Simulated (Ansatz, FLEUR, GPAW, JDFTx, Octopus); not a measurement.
# Si: programs and potentials compared

```
CELL_PARAMETERS angstrom
0.00000 2.72185 2.72185
2.72185 0.00000 2.72185
2.72185 2.72185 0.00000
ATOMIC_POSITIONS crystal
Si 0.50931 0.48936 0.50317
Si 0.74387 0.75191 0.74386
```

Atoms were shifted at random by some hundredths of an Å from the given cell, which wasn't relaxed again for these runs.

Alike in all runs: task single point; functional PBEsol; k mesh 8 × 8 × 8; occupations fermi-dirac, width 0.05 eV; no spin polarisation; no spin-orbit coupling. Pressure is positive in compression and, in plane waves, holds the error of the finite cutoff.

| program and potentials | plane-wave cutoff (eV) | notes | band gap (eV) | pressure (GPa) | largest force (eV/Å) | energy over the undisturbed cell (meV/atom) |
| --- | --- | --- | --- | --- | --- | --- |
| Octopus, pseudodojo_pbesol (PseudoDojo 0.4, PBEsol) | - | - | 0.12 | - | 0.886 | 15.16 |
| JDFTx, PseudoDojo-SR-PBEsol-0.4.1-standard with smoothed tails | 490 | - | 0.12 | -0.49 | 0.886 | 15.38 |
| GPAW, PAW data sets generated for this functional | 600 | - | 0.11 | -0.11 | 0.892 | 15.48 |
| FLEUR, all-electron, FLAPW | - | - | 0.12 | - | 0.885 | 15.38 |
| Ansatz, all-electron LAPW, scalar-relativistic | - | - | 0.12 | -0.41 | 0.884 | - |

Force on atom 1 (Si), eV/Å:

```json
{"program and potentials": "Octopus, pseudodojo_pbesol (PseudoDojo 0.4, PBEsol)", "x": "0.097", "y": "-0.876", "z": "-0.082"}
{"program and potentials": "JDFTx, PseudoDojo-SR-PBEsol-0.4.1-standard with smoothed tails", "x": "0.097", "y": "-0.877", "z": "-0.082"}
{"program and potentials": "GPAW, PAW data sets generated for this functional", "x": "0.097", "y": "-0.882", "z": "-0.082"}
{"program and potentials": "FLEUR, all-electron, FLAPW", "x": "0.097", "y": "-0.876", "z": "-0.082"}
{"program and potentials": "Ansatz, all-electron LAPW, scalar-relativistic", "x": "0.097", "y": "-0.875", "z": "-0.081"}
```

The band gap spans 0.11 (GPAW, PAW data sets generated for this functional) to 0.12 eV (FLEUR, all-electron, FLAPW), with all-electron results at 0.12. The pressure spans -0.49 (JDFTx, PseudoDojo-SR-PBEsol-0.4.1-standard with smoothed tails) to -0.11 GPa (GPAW, PAW data sets generated for this functional), with all-electron results at -0.41. The gap is indirect and read on the mesh alone, so bands may meet between its points.

The functional is the same throughout but for its coding, so the spread measures potentials, basis and numerics; runs on potential files found faulty are left out.
